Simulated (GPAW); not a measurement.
# SnTe (Fm-3m) in GPAW: a series of runs

One crystal, SnTe, is run at these levels: LDA, AM05, PBEsol; tasks: dielectric tensor.

All numbers are computed with GPAW 26.7.0; they aren't measurements. Logs are shortened: lines on timing, memory, paths and dates and some standing lists are left out, and cuts for length are marked. The log counts tension as positive stress, the text compression.

**What was measured.**

A printed reference work, textbook reports, for a bulk crystal of SnTe at 300 K: band gap 0.18 eV (direct).

The runs below are set against these values where they give the same quantity.

**1. The crystal as given**

Symmetry: Fm-3m, No. 225, cubic system. The conventional cell has a = 6.302 Å, b = 6.302 Å, c = 6.302 Å, α = 90.00°, β = 90.00°, γ = 90.00°. Around Te (site symmetry m-3m) lie 6 Sn at 3.15 Å. Around Sn (site symmetry m-3m) lie 6 Te at 3.15 Å.

**2. Dielectric tensor, LDA**

run.py reads:

```python
import numpy as np
from ase.dft.bandgap import bandgap
from ase.io import read, write
from gpaw import GPAW, PW
from gpaw.response.df import DielectricFunction

atoms = read('POSCAR')

calc = GPAW(mode=PW(400),
            xc='LDA',
            kpts={'size': (6, 6, 6), 'gamma': True},
            occupations={'name': 'fermi-dirac', 'width': 0.001},
            nbands=19,
            convergence={'density': 1e-06},
            maxiter=150,
            txt='gpaw.txt')
atoms.calc = calc
energy = atoms.get_potential_energy()
calc.write('gs.gpw')
write('result.traj', atoms)
print(f'Energy: {energy:.6f} eV')
print('Fermi level:', round(calc.get_fermi_level(), 4), 'eV')
print(f'Gap: {bandgap(calc)[0]:.4f} eV, direct: {bandgap(calc, direct=True)[0]:.4f} eV')

for size in [(18, 18, 18)]:
    name = 'x'.join(str(n) for n in size)
    dense = calc.fixed_density(kpts={'size': size, 'gamma': True},
                               nbands=36, convergence={'bands': 30, 'eigenstates': 1e-7},
                               update_fermi_level=True, txt=f'dense-{name}.txt')
    dense.write(f'{name}.gpw', mode='all')
    df = DielectricFunction(f'{name}.gpw', frequencies=np.array([0.0]), hilbert=False, eta=0.001,
                            ecut=80, nbands=30, intraband=False, txt=f'df-{name}.txt')
    for xc in ['RPA']:
        for direction in ['x', 'y', 'z', [0, 1, 1], [1, 0, 1], [1, 1, 0]]:
            e0, e = df.get_macroscopic_dielectric_constant(xc=xc, direction=direction)
            print(f'{name} {xc} {direction}: {e0:.4f} without, {e:.4f} with local fields')
```

POSCAR reads:

```
SnTe
1.0
    0.0000000000      3.1508500000      3.1508500000
    3.1508500000      0.0000000000      3.1508500000
    3.1508500000      3.1508500000      0.0000000000
Te Sn
1 1
Direct
    0.5000000000      0.5000000000      0.5000000000
    0.0000000000      0.0000000000      0.0000000000
```

Potentials or basis: the program's PAW data sets (release 1.2.1) made for this functional, pw.

On the command line:

```sh
> OMP_NUM_THREADS=1 python run.py
```

gpaw.txt:

```text
__  _  _
 | _ |_)|_||  |
 |__||  | ||/\| - 26.7.0

Input parameters:
  mode=PW(ecut=400.0),
  convergence={'density': 1e-06},
  kpts=MonkhorstPack(size=(6, 6, 6), gamma=True),
  maxiter=150,
  nbands=19,
  occupations=Occupations(name='fermi-dirac', width=0.001),
  xc=XC(name='LDA')

Diagonalizing LCAO Hamiltonian
Converting LCAO to pw mode

                 Te

       Sn

Atoms  # Å, Bohr magnetons
|   | symbol |        x |        y |        z |    initial magnetic moments |
|---|--------|----------|----------|----------|-----------------------------|
| 0 |     Te | 3.150850 | 3.150850 | 3.150850 | ( 0.0000,  0.0000,  0.0000) |
| 1 |     Sn | 0.000000 | 0.000000 | 0.000000 | ( 0.0000,  0.0000,  0.0000) |

Unit cell  # Å
| periodic |        x |        y |        z |  lengths |    angles |
|----------|----------|----------|----------|----------|-----------|
|      yes | 0.000000 | 3.150850 | 3.150850 | 4.455975 | 60.000000 |
|      yes | 3.150850 | 0.000000 | 3.150850 | 4.455975 | 60.000000 |
|      yes | 3.150850 | 3.150850 | 0.000000 | 4.455975 | 60.000000 |

Number of symmetries: 48
Symmetry operations  # r_c * U_cc + t_c -> r_c
|    | kind |            matrix            |
|----|------|------------------------------|
|  0 |  σ   |  1, 0, 0,  1, 0,-1,  1,-1, 0 |
|  1 |  C2  |  1, 0, 0,  1,-1, 0,  1, 0,-1 |
|  2 |  E   |  1, 0, 0,  0, 1, 0,  0, 0, 1 |
|  3 |  σ   |  1, 0, 0,  0, 0, 1,  0, 1, 0 |
|  4 |  C4  |  1, 0,-1,  1, 0, 0,  1,-1, 0 |
|  5 |  S6  |  1, 0,-1,  1,-1, 0,  1, 0, 0 |
|  6 |  σ   |  1, 0,-1,  0, 1,-1,  0, 0,-1 |
|  7 |  C3  |  1, 0,-1,  0, 0,-1,  0, 1,-1 |
|  8 |  S6  |  1,-1, 0,  1, 0, 0,  1, 0,-1 |
|  9 |  C4  |  1,-1, 0,  1, 0,-1,  1, 0, 0 |
| 10 |  C3  |  1,-1, 0,  0,-1, 1,  0,-1, 0 |
| 11 |  σ   |  1,-1, 0,  0,-1, 0,  0,-1, 1 |
| 12 |  σ   |  0, 1, 0,  1, 0, 0,  0, 0, 1 |
| 13 |  C4  |  0, 1, 0,  0, 1,-1, -1, 1, 0 |
| 14 |  C3  |  0, 1, 0,  0, 0, 1,  1, 0, 0 |
| 15 |  S6  |  0, 1, 0, -1, 1, 0,  0, 1,-1 |
| 16 |  C2  |  0, 1,-1,  1, 0,-1,  0, 0,-1 |
| 17 |  σ   |  0, 1,-1,  0, 1, 0, -1, 1, 0 |
| 18 |  S4  |  0, 1,-1,  0, 0,-1,  1, 0,-1 |
| 19 |  C4  |  0, 1,-1, -1, 1, 0,  0, 1, 0 |
| 20 |  C3  |  0, 0, 1,  1, 0, 0,  0, 1, 0 |
| 21 |  σ   |  0, 0, 1,  0, 1, 0,  1, 0, 0 |
| 22 |  S6  |  0, 0, 1,  0,-1, 1, -1, 0, 1 |
| 23 |  C4  |  0, 0, 1, -1, 0, 1,  0,-1, 1 |
| 24 |  S4  |  0, 0,-1,  1, 0,-1,  0, 1,-1 |
| 25 |  C3  |  0, 0,-1,  0, 1,-1,  1, 0,-1 |
| 26 |  C2  |  0, 0,-1,  0,-1, 0, -1, 0, 0 |
| 27 |  S6  |  0, 0,-1, -1, 0, 0,  0,-1, 0 |
| 28 |  S4  |  0,-1, 1,  1,-1, 0,  0,-1, 0 |
| 29 |  C4  |  0,-1, 1,  0, 0, 1, -1, 0, 1 |
| 30 |  C2  |  0,-1, 1,  0,-1, 0,  1,-1, 0 |
| 31 |  σ   |  0,-1, 1, -1, 0, 1,  0, 0, 1 |
| 32 |  C3  |  0,-1, 0,  1,-1, 0,  0,-1, 1 |
| 33 |  S6  |  0,-1, 0,  0, 0,-1, -1, 0, 0 |
| 34 |  S4  |  0,-1, 0,  0,-1, 1,  1,-1, 0 |
| 35 |  C2  |  0,-1, 0, -1, 0, 0,  0, 0,-1 |
| 36 |  C2  | -1, 1, 0,  0, 1, 0,  0, 1,-1 |
| 37 |  S6  | -1, 1, 0,  0, 1,-1,  0, 1, 0 |
| 38 |  S4  | -1, 1, 0, -1, 0, 1, -1, 0, 0 |
| 39 |  C3  | -1, 1, 0, -1, 0, 0, -1, 0, 1 |
| 40 |  S6  | -1, 0, 1,  0, 0, 1,  0,-1, 1 |
| 41 |  C2  | -1, 0, 1,  0,-1, 1,  0, 0, 1 |
| 42 |  C3  | -1, 0, 1, -1, 1, 0, -1, 0, 0 |
| 43 |  S4  | -1, 0, 1, -1, 0, 0, -1, 1, 0 |
| 44 |  C2  | -1, 0, 0,  0, 0,-1,  0,-1, 0 |
| 45 |  i   | -1, 0, 0,  0,-1, 0,  0, 0,-1 |
| 46 |  σ   | -1, 0, 0, -1, 1, 0, -1, 0, 1 |
| 47 |  C2  | -1, 0, 0, -1, 0, 1, -1, 1, 0 |

BZ-sampling:
  Number of BZ points: 216
  Number of IBZ points: 16

  Monkhorst-Pack size: [6, 6, 6]
  Monkhorst-Pack shift: [0.08333333333333333, 0.08333333333333333, 0.08333333333333333]

K-points  # in reciprocal-cell coordinates
|     |                                coordinates |     weight |
|-----|--------------------------------------------|------------|
|   0 | (  0.00000000,   0.00000000,   0.00000000) | 0.00462963 |
|   1 | (  0.16666667,   0.16666667,   0.00000000) | 0.02777778 |
|   2 | (  0.16666667,   0.16666667,   0.16666667) | 0.03703704 |
|   3 | (  0.33333333,   0.16666667,   0.16666667) | 0.05555556 |
|   4 | (  0.33333333,   0.33333333,  -0.33333333) | 0.05555556 |
|   5 | (  0.33333333,   0.33333333,   0.00000000) | 0.02777778 |
|   6 | (  0.33333333,   0.33333333,   0.16666667) | 0.11111111 |
|   7 | (  0.33333333,   0.33333333,   0.33333333) | 0.03703704 |
|   8 | (  0.50000000,   0.33333333,  -0.33333333) | 0.11111111 |
|   9 | (  0.50000000,   0.33333333,  -0.16666667) | 0.05555556 |
| ... |                                            |            |
|  15 | (  0.50000000,   0.50000000,   0.50000000) | 0.01851852 |

Plane wave coefficients: 1158
Cutoff: 400.0 eV

Spin-components: 1 (collinear spins)
Bands:           19
Projectors:      11
Spin-degeneracy: 2
Datatype:        complex128

Parallelization:
  kpt:    1
  domain: 1
  band:   1

Density:
  Valence electrons: 20.0
  Components: 1
  Grid points: [21 21 21]
  Charge: 0.0  # |e|

Potential:
  Grid points: [21 21 21]

species:
  Te:
    name:    Tellurium
    Z:       52.0
    valence: 6
    core:    46
    charge:  0.0  # [|e|]
    compensation charges:
      type: gauss
      rc: 0.36  # [Å]
      lmax: 2
    cutoffs:
      filter: 2.09  # [Å]
      core: 3.17  # [Å]
    projectors
    | kind |    occ | energy [eV] | rcut [Å] |
    |------|--------|-------------|----------|
    |   5s |  2.000 |     -15.337 |    1.180 |
    |   5p |  4.000 |      -6.113 |    1.196 |
    |    s |        |      11.875 |    1.180 |
    |    p |        |      21.098 |    1.196 |
    |    d |        |       0.000 |    1.238 |

    Using partial waves for Te as LCAO basis

  Sn:
    name:    Tin
    Z:       50.0
    valence: 14
    core:    36
    charge:  0.0  # [|e|]
    compensation charges:
      type: gauss
      rc: 0.38  # [Å]
      lmax: 2
    cutoffs:
      filter: 2.23  # [Å]
      core: 2.35  # [Å]
    projectors
    | kind |    occ | energy [eV] | rcut [Å] |
    |------|--------|-------------|----------|
    |   5s |  2.000 |     -10.799 |    1.201 |
    |   5p |  2.000 |      -3.869 |    1.270 |
    |   4d | 10.000 |     -25.910 |    1.185 |
    |    s |        |      16.413 |    1.201 |
    |    p |        |      23.342 |    1.270 |
    |    d |        |       1.302 |    1.185 |

    Using partial waves for Sn as LCAO basis

Reference energy: -352503.082954  # eV

eigensolver:
  PPCG
  Converge bands: occupied
  niter=2

density mixing:
  MSR1-Mixer
  Pratt-step length: 0.05
  Maximum mixing coefficient: 0.75
  Old densities: 10
  SVD Regularization: 0.005
  Good broyden scale: 1.0
  Trust region scale: 1.0
  Backstep threshold: 4.0
  History deletion threshold: 6.0
  Fourier metric: weight=20.0, sigma=0.015

occupation numbers:
  Fermi-Dirac:
    width: 0.0010  # eV

poisson solver:
  ecut: 3200.0  # eV

xc functional:
  name: None

convergence criteria:
- Maximum integral of absolute [dens]ity change: 1e-06 electrons / valence electron
- Maximum [total energy] change in last 3 cyles: 0.0005 eV / valence electron
- Maximum integral of absolute [eigenst]ate change: 4e-08 eV^2 / valence electron
maximum number of iterations: 150

SCF iterations
|iter     | |      energy | eigst |  dens |
|---------|-|-------------|-------|-------|
|iter:   1| |   -9.042509 | -0.24 |       |
|iter:   2| |   -9.034384 | -2.46 | -1.49 |
|iter:   3| |   -8.992311 | -2.87 | -1.53 |
|iter:   4| |   -8.991591 | -4.48 | -2.14 |
|iter:   5| |   -8.991549c| -5.21 | -2.67 |
|iter:   6| |   -8.991550c| -6.62 | -3.37 |
|iter:   7| |   -8.991550c| -7.89c| -4.21 |
|iter:   8| |   -8.991550c| -8.05c| -4.75 |
|iter:   9| |   -8.991550c| -8.65c| -6.01c|

Converged in 9 steps
Energy contributions relative to reference atoms: (reference = -352503.082954)

Energy contributions:
  Kinetic:          12.638940
  Coulomb:         -13.026364
  Zero:              0.200574
  External:          0.000000
  Xc:               -8.804700
  Entropy:          -0.000000
  Spinorbit:         0.000000
  ----------------------------
  Free energy:      -8.991550
  Extrapolated:     -8.991550

dipole moment: (-21.523430, -21.523430, -21.523430)  # |e|*Ang

Fermi level: 6.120
Eigenvalues  # (at kpt = [0.000, 0.000, 0.000])
| band index |      eig [eV] | occ [0-2] |
|------------|---------------|-----------|
|          0 |       -15.617 |     2.000 |
|        ... |               |           |
|          2 |       -15.605 |     2.000 |
|          3 |       -15.605 |     2.000 |
|          4 |       -15.605 |     2.000 |
|          5 |        -6.705 |     2.000 |
|          6 |         1.290 |     2.000 |
|          7 |         3.999 |     2.000 |
[... 9 lines left out ...]
|         17 |        13.152 |     0.000 |
|         18 |        13.152 |     0.000 |

Gap: 0.111 eV
Transition (v -> c):
  (s=0, k=15, n=9, [0.50, 0.50, 0.50]) -> (s=0, k=15, n=10, [0.50, 0.50, 0.50])
No difference between direct/indirect transitions
# Writing to gs.gpw (mode='')
```

Wall time 2.8 min (1 thread of Intel Xeon at 2.60GHz (Ice Lake), shared host); peak memory 0.46 GiB.

Results:

- Free energy: -8.9915 eV
- Band gap on the k mesh: 0.11 eV, direct
- Electronic dielectric tensor (diagonal): 74.77

Electronic dielectric tensor:
```
74.77  0.00  0.00
 0.00 74.77  0.00
 0.00  0.00 74.77
```

Caveat: the gap is small at this level, which inflates the dielectric constant; the long-wavelength limit can be off by a per cent or two; spin-orbit coupling is left out, which moves the levels of the heavy elements.

**3. Dielectric tensor, AM05**

Edit run.py of step 2 so:

```diff
@@ -3,4 +3,6 @@
 from ase.io import read, write
-from gpaw import GPAW, PW
+from gpaw import GPAW, PW, setup_paths
 from gpaw.response.df import DielectricFunction
+
+setup_paths.insert(0, '.')
 
@@ -9,3 +11,3 @@
 calc = GPAW(mode=PW(400),
-            xc='LDA',
+            xc='AM05',
             kpts={'size': (6, 6, 6), 'gamma': True},
```

POSCAR is that of step 2.

Potentials or basis: PAW data sets generated in the run's folder for this functional, pw.

On the command line:

```sh
> gpaw-setup -f AM05 Sn Te
> OMP_NUM_THREADS=1 python run.py
```

gpaw.txt:

```text
__  _  _
 | _ |_)|_||  |
 |__||  | ||/\| - 26.7.0

Input parameters:
  mode=PW(ecut=400.0),
  convergence={'density': 1e-06},
  kpts=MonkhorstPack(size=(6, 6, 6), gamma=True),
  maxiter=150,
  nbands=19,
  occupations=Occupations(name='fermi-dirac', width=0.001),
  xc=XC(name='AM05')

Diagonalizing LCAO Hamiltonian
Converting LCAO to pw mode

                 Te

       Sn

Atoms  # Å, Bohr magnetons
|   | symbol |        x |        y |        z |    initial magnetic moments |
|---|--------|----------|----------|----------|-----------------------------|
| 0 |     Te | 3.150850 | 3.150850 | 3.150850 | ( 0.0000,  0.0000,  0.0000) |
| 1 |     Sn | 0.000000 | 0.000000 | 0.000000 | ( 0.0000,  0.0000,  0.0000) |

Unit cell  # Å
| periodic |        x |        y |        z |  lengths |    angles |
|----------|----------|----------|----------|----------|-----------|
|      yes | 0.000000 | 3.150850 | 3.150850 | 4.455975 | 60.000000 |
|      yes | 3.150850 | 0.000000 | 3.150850 | 4.455975 | 60.000000 |
|      yes | 3.150850 | 3.150850 | 0.000000 | 4.455975 | 60.000000 |

Number of symmetries: 48
Symmetry operations  # r_c * U_cc + t_c -> r_c
|    | kind |            matrix            |
|----|------|------------------------------|
|  0 |  σ   |  1, 0, 0,  1, 0,-1,  1,-1, 0 |
|  1 |  C2  |  1, 0, 0,  1,-1, 0,  1, 0,-1 |
|  2 |  E   |  1, 0, 0,  0, 1, 0,  0, 0, 1 |
|  3 |  σ   |  1, 0, 0,  0, 0, 1,  0, 1, 0 |
|  4 |  C4  |  1, 0,-1,  1, 0, 0,  1,-1, 0 |
|  5 |  S6  |  1, 0,-1,  1,-1, 0,  1, 0, 0 |
|  6 |  σ   |  1, 0,-1,  0, 1,-1,  0, 0,-1 |
[... 152 lines left out ...]
  Trust region scale: 1.0
  Backstep threshold: 4.0
  History deletion threshold: 6.0
  Fourier metric: weight=20.0, sigma=0.015

occupation numbers:
  Fermi-Dirac:
    width: 0.0010  # eV

poisson solver:
  ecut: 3200.0  # eV

xc functional:
  name: AM05 with 2 nearest neighbor stencil

convergence criteria:
- Maximum integral of absolute [dens]ity change: 1e-06 electrons / valence electron
- Maximum [total energy] change in last 3 cyles: 0.0005 eV / valence electron
- Maximum integral of absolute [eigenst]ate change: 4e-08 eV^2 / valence electron
maximum number of iterations: 150

SCF iterations
|iter     | |      energy | eigst |  dens |
|---------|-|-------------|-------|-------|
|iter:   1| |   -7.922694 | -0.23 |       |
|iter:   2| |   -7.916741 | -2.39 | -1.50 |
|iter:   3| |   -7.884493 | -2.79 | -1.54 |
|iter:   4| |   -7.884847 | -4.23 | -2.14 |
|iter:   5| |   -7.884954c| -5.03 | -2.66 |
|iter:   6| |   -7.884957c| -6.50 | -3.33 |
|iter:   7| |   -7.884957c| -7.84c| -4.26 |
|iter:   8| |   -7.884957c| -7.79c| -4.71 |
|iter:   9| |   -7.884957c| -8.38c| -5.90 |
|iter:  10| |   -7.884957c| -9.07c| -6.33c|

Converged in 10 steps
Energy contributions relative to reference atoms: (reference = -352515.799425)

Energy contributions:
  Kinetic:          13.868931
  Coulomb:         -14.150024
  Zero:              0.198208
  External:          0.000000
  Xc:               -7.802072
  Entropy:          -0.000000
  Spinorbit:         0.000000
  ----------------------------
  Free energy:      -7.884957
  Extrapolated:     -7.884957

dipole moment: (-21.411872, -21.411872, -21.411872)  # |e|*Ang

Fermi level: 6.414
Eigenvalues  # (at kpt = [0.000, 0.000, 0.000])
| band index |      eig [eV] | occ [0-2] |
|------------|---------------|-----------|
|          0 |       -15.473 |     2.000 |
|        ... |               |           |
|          2 |       -15.467 |     2.000 |
|          3 |       -15.467 |     2.000 |
|          4 |       -15.467 |     2.000 |
|          5 |        -6.442 |     2.000 |
|          6 |         1.662 |     2.000 |
|          7 |         4.221 |     2.000 |
[... 9 lines left out ...]
|         17 |        13.287 |     0.000 |
|         18 |        13.287 |     0.000 |

Gap: 0.124 eV
Transition (v -> c):
  (s=0, k=15, n=9, [0.50, 0.50, 0.50]) -> (s=0, k=15, n=10, [0.50, 0.50, 0.50])
No difference between direct/indirect transitions
# Writing to gs.gpw (mode='')
```

df-18x18x18.txt:

```text
FrequencyGridDescriptor(from 0.000 to 0.000 eV, 1 points)
FrequencyGridDescriptor(from 0.000 to 0.000 eV, 1 points)

Calculating chi0 body with:
    Ground state adapter containing:
    Number of spins: 1
    Number of kpoints: 5832
    Number of irreducible kpoints: 195
    Number of completely occupied states: 10
    Number of partially occupied states: 10

    Linear response parametrization:
    q_c: [0.0, 0.0, 0.0]
    Number of frequency points: 1
    Planewave cutoff: 80.0
    Number of bands: 30
    Number of planewaves: 113
    Broadening (eta): 0.001

Integrating chi0 body.

Symmetries of q_c:
    Direct symmetries (Uq -> q): 48
    Indirect symmetries (TUq -> q): 0
In total 48 allowed symmetries.

Integral kind: response function

Calculating chi0 optical extensions with:
    Ground state adapter containing:
    Number of spins: 1
    Number of kpoints: 5832
    Number of irreducible kpoints: 195
    Number of completely occupied states: 10
    Number of partially occupied states: 10

    Linear response parametrization:
    Number of frequency points: 1
    Planewave cutoff: 80.0
    Number of bands: 30
    Number of planewaves: 113
    Broadening (eta): 0.001
Integrating chi0 head and wings.

Symmetries of q_c:
    Direct symmetries (Uq -> q): 48
    Indirect symmetries (TUq -> q): 0
In total 48 allowed symmetries.

Integral kind: response function wings

Finished calculating chi0
```

It took 2.9 min on 1 thread of Intel Xeon at 2.60GHz (Ice Lake), shared host; peak memory 0.46 GiB.

What came out:

```
Free energy                             : -7.8850 eV
Band gap on the k mesh                  : 0.12 eV, direct
Electronic dielectric tensor (diagonal) : 70.55
```

Electronic dielectric tensor:
```
70.55  0.00  0.00
 0.00 70.55  0.00
 0.00  0.00 70.55
```

Caveat: the gap is small at this level, which inflates the dielectric constant; the long-wavelength limit can be off by a per cent or two; spin-orbit coupling is left out, which moves the levels of the heavy elements.

[end of part 1 of 2]
